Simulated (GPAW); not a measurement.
The system is CuAu.

```
Au Cu
1.0
     2.81075    0.00000    0.00000
     0.00000    2.81075    0.00000
     0.00000    0.00000    3.68500
Au Cu
1 1
Direct
  0.00000 0.00000 0.00000
  0.50000 0.50000 0.50000
```

Base run:

| Property | Result |
| --- | --- |
| Program | GPAW 26.7.0 |
| Functional | PBEsol |
| Potentials or basis | PAW data sets generated in the run's folder for this functional |
| Cutoff | 600 eV |
| Basis | pw |
| k mesh | 9 × 9 × 7 |
| Occupations | fermi-dirac, width 0.05 eV |
| Spin | no spin polarisation |

Its results: pressure -1.5 GPa.

Problem. The run is repeated on the same cell with these changes: functional from PBEsol to LDA; potentials or basis from PAW data sets generated in the run's folder for this functional to the program's PAW data sets (release 1.2.1) made for this functional. What comes out?

Solution. Pressure -6.8 GPa.

Caveats: with these Cu and Au data sets, volumes or pressures lay over 1.5 % or 2 GPa off other programs in two to four cells of ten.
